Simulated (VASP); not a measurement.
# Te (R-3m) in VASP: further runs, part 2 of 2

VASP 6.6.1. The steps go on from the part before.

### Step 4. Relaxation of cell and atoms, PBEsol

The input, INCAR:

```
ALGO = Fast
EDIFF = 1E-6
EDIFFG = -0.01
ENCUT = 600
GGA = PS
IBRION = 2
ISIF = 3
ISMEAR = -1
LASPH = T
LCHARG = F
LREAL = F
LWAVE = F
NELM = 80
NSW = 60
PREC = Accurate
SIGMA = 0.05
```

The input, KPOINTS:

```
k-points
0
Gamma
  9 9 9
```

The input, POSCAR:

```
Te
1.0
    2.3059043427      1.3313144930      1.6909537039
   -2.3059043427      1.3313144930      1.6909537039
    0.0000000000     -2.6626289860      1.6909537039
Te
1
Direct
    0.5000000000      0.5000000000      0.5000000000
```

Potentials or basis: VASP PAW PBE potentials, release 64 (Te).

Started as:

```sh
> cat potpaw_PBE.64/Te/POTCAR > POTCAR
> mpirun -np 1 vasp_std > vasp.out
```

OUTCAR:

```text
EDIFF = 1E-6
   EDIFFG = -0.01
   ENCUT = 600
   GGA = PS
   IBRION = 2
   ISIF = 3
   ISMEAR = -1
   LASPH = T
   LREAL = F
   NELM = 80
   NSW = 60
   PREC = Accurate

 ion  position               nearest neighbor table
   1  0.500  0.500  0.500-

  LATTYP: Found a trigonal (rhomboedric) cell.
 ALAT       =     3.1541904739
 COS(alpha) =    -0.0688991668

  Lattice vectors:

 A1 = (   2.3059043427,   1.3313144930,   1.6909537039)
 A2 = (  -2.3059043427,   1.3313144930,   1.6909537039)
 A3 = (   0.0000000000,  -2.6626289860,   1.6909537039)

Analysis of symmetry for initial positions (statically):
=====================================================================
 Subroutine PRICEL returns:
 Original cell was already a primitive cell.

 Routine SETGRP: Setting up the symmetry group for a
 trigonal (rhombohedral) supercell.

 Subroutine GETGRP returns: Found 12 space group operations
 (whereof 12 operations were pure point group operations)
 out of a pool of 12 trial point group operations.

The static configuration has the point symmetry D_3d.

Analysis of symmetry for dynamics (positions and initial velocities):
=====================================================================
 Subroutine PRICEL returns:
 Original cell was already a primitive cell.

 Routine SETGRP: Setting up the symmetry group for a
 trigonal (rhombohedral) supercell.

 Subroutine GETGRP returns: Found 12 space group operations
 (whereof 12 operations were pure point group operations)
 out of a pool of 12 trial point group operations.

The dynamic configuration has the point symmetry D_3d.

 Subroutine INISYM returns: Found 12 space group operations
 (whereof 12 operations are pure point group operations),
 and found     1 'primitive' translations

----------------------------------------------------------------------------------------

[... 140 lines left out ...]

  energy without entropy =       -3.49975949  energy(sigma->0) =       -3.50245705

------------------------ aborting loop because EDIFF is reached ----------------------------------------

  FORCE on cell =-STRESS in cart. coord.  units (eV):
  Direction    XX          YY          ZZ          XY          YZ          ZX
  --------------------------------------------------------------------------------------
  -------------------------------------------------------------------------------------
  Total       -0.0174080     -0.0174080      0.0098709      0.0000000     -0.0000000      0.0000000
  in kB       -0.8954778     -0.8954778      0.5077629      0.0000000     -0.0000000      0.0000000
  external PRESSURE =      -0.4277309 kB  Pullay stress =       0.0000000 kB
[... 86 lines left out ...]
  FREE ENERGIE OF THE ION-ELECTRON SYSTEM (eV)
  ---------------------------------------------------
  free  energy   TOTEN  =        -3.5051807501 eV

  energy  without entropy=       -3.4997532848  energy(sigma->0) =       -3.50246702

[... ionic steps 4 to 10 ...]

--------------------------------------- Ionic step       11  -------------------------------------------

 number of electron       5.9999999 magnetization

------------------------ aborting loop because EDIFF is reached ----------------------------------------
[... 65 lines left out ...]
--------------------------------------- Ionic step       13  -------------------------------------------

 number of electron       5.9999999 magnetization

 Free energy of the ion-electron system (eV)
  ---------------------------------------------------
  ext. energy  EPLUGINS =         0.00000000
  ---------------------------------------------------
  free energy    TOTEN  =        -3.50612410 eV

  energy without entropy =       -3.50125405  energy(sigma->0) =       -3.50368908

 E-fermi :   6.8961     XC(G=0):  -9.6166

 val. band max:        6.8867157784   @ k =  -0.1111   0.1111   0.0000
 cond. band min:       6.9047678094   @ k =  -0.3333   0.4444   0.2222
 fundamental gap:      0.0180520309
 Fermi energy:         6.8960758121

 k-point     1 :       0.0000    0.0000    0.0000
  band No.  band energies     occupation
      1      -7.0789      2.00000
      2       7.9606      0.00000
      3       8.2015      0.00000
      4       8.2015      0.00000
      5      12.8851      0.00000
      6      12.8851      0.00000
      7      13.3794      0.00000
[... 221 lines left out ...]
 k-point    24 :       0.4444    0.4444    0.0000
  band No.  band energies     occupation
      1      -3.4996      2.00000
      2       2.1587      2.00000
      3       2.5149      2.00000
      4       9.1067      0.00000
      5      10.8502      0.00000
      6      17.4082      0.00000
      7      19.2047      0.00000

 [... further k-points ...]

------------------------ aborting loop because EDIFF is reached ----------------------------------------

  FORCE on cell =-STRESS in cart. coord.  units (eV):
  Direction    XX          YY          ZZ          XY          YZ          ZX
  --------------------------------------------------------------------------------------
  -------------------------------------------------------------------------------------
  Total       -0.0006885     -0.0006885     -0.0014366      0.0000000      0.0000000      0.0000000
  in kB       -0.0352256     -0.0352256     -0.0734991      0.0000000      0.0000000      0.0000000
  external PRESSURE =      -0.0479834 kB  Pullay stress =       0.0000000 kB
[... 16 lines left out ...]
  FREE ENERGIE OF THE ION-ELECTRON SYSTEM (eV)
  ---------------------------------------------------
  free  energy   TOTEN  =        -3.5061241019 eV

  energy  without entropy=       -3.5012540496  energy(sigma->0) =       -3.50368908

 reached required accuracy - stopping structural energy minimisation
```

OSZICAR:

```text
N       E                     dE             d eps       ncg     rms          rms(c)
DAV:   1     0.198730528675E+02    0.19873E+02   -0.27478E+03  1190   0.761E+02
DAV:   2    -0.292687316267E+01   -0.22800E+02   -0.21988E+02  1610   0.843E+01
[... 80 lines left out ...]
  12 F= -.35059918E+01 E0= -.35035495E+01  d E =0.125877E-03
       N       E                     dE             d eps       ncg     rms          rms(c)
DAV:   1    -0.350642512620E+01   -0.43361E-03   -0.82036E-03  1288   0.480E-01    0.112E-01
RMM:   2    -0.350621553626E+01    0.20959E-03   -0.18822E-04  1190   0.113E-01    0.621E-02
RMM:   3    -0.350612271636E+01    0.92820E-04   -0.18545E-04  1190   0.878E-02    0.363E-02
RMM:   4    -0.350612400431E+01   -0.12879E-05   -0.12452E-05  1190   0.331E-02    0.380E-02
RMM:   5    -0.350612410187E+01   -0.97558E-07   -0.16339E-06   851   0.130E-02
  13 F= -.35061241E+01 E0= -.35036891E+01  d E =-.640066E-05
```

Wall time 92 s (1 thread of AMD EPYC 7R43 (Zen 3), shared host); peak memory 0.15 GiB.

Results:

| Quantity | Value |
| --- | --- |
| Free energy | -3.5061 eV |
| Relaxed volume | 31.32 Å³/atom |
| Relaxed cell | a = 3.154 Å, b = 3.154 Å, c = 3.154 Å, α = 92.07°, β = 92.07°, γ = 92.07° |
| Space group after relaxing (to 0.05 Å) | R-3m (No. 166) |
| Energy gained by relaxing | 1.0 meV/atom |
| Ionic steps | 13 |
| Pressure after relaxing | 0.0 GPa |
| Band gap on the k mesh | none (metal or under the smearing width) |

The path:
| step | energy change (eV) | largest force (eV/Å) | pressure (GPa) | volume (Å³) |
| --- | --- | --- | --- | --- |
| 1 | 0.0000 | 0.0000 | -0.04 | 31.15 |
| 2 | 0.0000 | 0.0000 | 0.04 | 31.11 |
| 3 | 0.0000 | 0.0000 | 0.08 | 31.09 |
| 4 | 0.0000 | 0.0000 | 0.08 | 31.09 |
| 5 | -0.0001 | 0.0000 | 0.09 | 31.10 |
| 6 | -0.0002 | 0.0000 | 0.10 | 31.13 |
| 7 | -0.0004 | 0.0000 | 0.11 | 31.17 |
| 8 | -0.0009 | 0.0000 | 0.09 | 31.24 |
| 9 | -0.0004 | 0.0000 | -0.01 | 31.37 |
| 10 | -0.0010 | 0.0000 | 0.06 | 31.29 |
| 11 | -0.0010 | 0.0000 | 0.06 | 31.28 |
| 12 | -0.0008 | 0.0000 | -0.28 | 31.46 |
| 13 | -0.0010 | 0.0000 | 0.00 | 31.32 |

Final structure:
```yaml
crystal:
  lattice:
    - [2.27027, 1.31074, 1.75396]
    - [-2.27027, 1.31074, 1.75396]
    - [0.00000, -2.62148, 1.75396]
  atoms:
    - { symbol: Te, position: [0.50000, 0.50000, 0.50000] }
```

Levels at points of the mesh, in eV from the Fermi level:
```tsv
k point	band 1	band 2	band 3	band 4	band 5	band 6	band 7
(0.00, 0.00, 0.00)	-13.97	1.06	1.31	1.31	5.99	5.99	6.48
```

Caveat: the PAW data sets were made with another functional, which shifts forces and pressure a little.

### Step 5. For comparison

An earlier run on the cell as given: functional PBE; potentials or basis VASP PAW PBE potentials, release 64 (Te); cutoff 520 eV; k mesh 9 × 9 × 9; occupations fermi-dirac, width 0.05 eV; no spin polarisation.

* Pressure: 2.6 GPa
* Band gap on the k mesh: none (metal or under the smearing width)

### Step 6. The runs side by side

| task | level | potentials or basis | cell | cutoff (eV) | gap on the mesh (eV) | pressure (GPa) | relaxed volume (Å³/atom) |
| --- | --- | --- | --- | --- | --- | --- | --- |
| relaxation of cell and atoms | PBE | VASP PAW PBE potentials, release 64 (Te) | relaxed | 600 | none | 0.0 | 32.84 |
| relaxation of cell and atoms | LDA | VASP PAW LDA potentials, release 64 (Te) | relaxed | 600 | none | 0.0 | 30.81 |
| relaxation of cell and atoms | PBEsol | VASP PAW PBE potentials, release 64 (Te) | relaxed | 600 | none | 0.0 | 31.32 |
| single point | PBE | VASP PAW PBE potentials, release 64 (Te) | as given | 520 | none | 2.6 | - |

Alike in all rows: no spin polarisation; k mesh 9 × 9 × 9; smearing fermi-dirac 0.05 eV.

Caveats: the PAW data sets were made with another functional, which shifts forces and pressure a little (some runs).

Absolute energies hang on the potentials; compare differences alone.
